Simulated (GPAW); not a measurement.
Records of electronic-structure calculations.

```
LiCl (Fm-3m): G0W0 with GPAW, start to end
1.0
     0.00000    2.56477    2.56477
     2.56477    0.00000    2.56477
     2.56477    2.56477    0.00000
Li Cl
1 1
Direct
  0.00000 0.00000 0.00000
  0.50000 0.50000 0.50000
# method: DFT, LDA, plane waves, PAW (and 1 further level or step)
# program: GPAW 26.7.0
# settings of one run: cutoff 600 eV, GPAW PAW setups 1.2.1 data release, 6×6×6 k-mesh, nbands 312
# cost: 4 runs, 1.8 min in all on 4 MPI ranks of Arm Neoverse V1, shared host (the runs of this entry)
# notes: The database entry behind the starting cell differs from later determinations by our own check (0.1 to 0.3 % short, probably kX units). The cell and positions come from the Crystallography Open Database and are kept as given unless a step says otherwise. Bands and cutoff are finite, so the gap is not at the basis limit. The miss can reach some tenths of an eV and take either sign; the mesh is an error of its own.
# LDA gap: 5.98 eV, indirect (only 5 meV under the direct gap)
# G0W0 gap on the mesh: 8.70 eV
# GW settings: 6×6×6 mesh, 140 bands, screening to 150 eV, Godby-Needs plasmon pole
# known limits: not at the basis limit
```

[Paths, hosts, dates, memory and timing lines, banners, echoed tables and standing remarks are left out of the program output.]

[Logs are printed without paths, hosts, clocks, repeated set-up lines and the standing remarks that a program may print on its own settings, such as how far it seeks lower states.]

[Runs of the session that timed out or met a known fault of the program may be left out.]

[Hosts, paths, dates, database ids (printed as entryN), source tags and the programs' standing remarks are cut or masked in the printed files.]
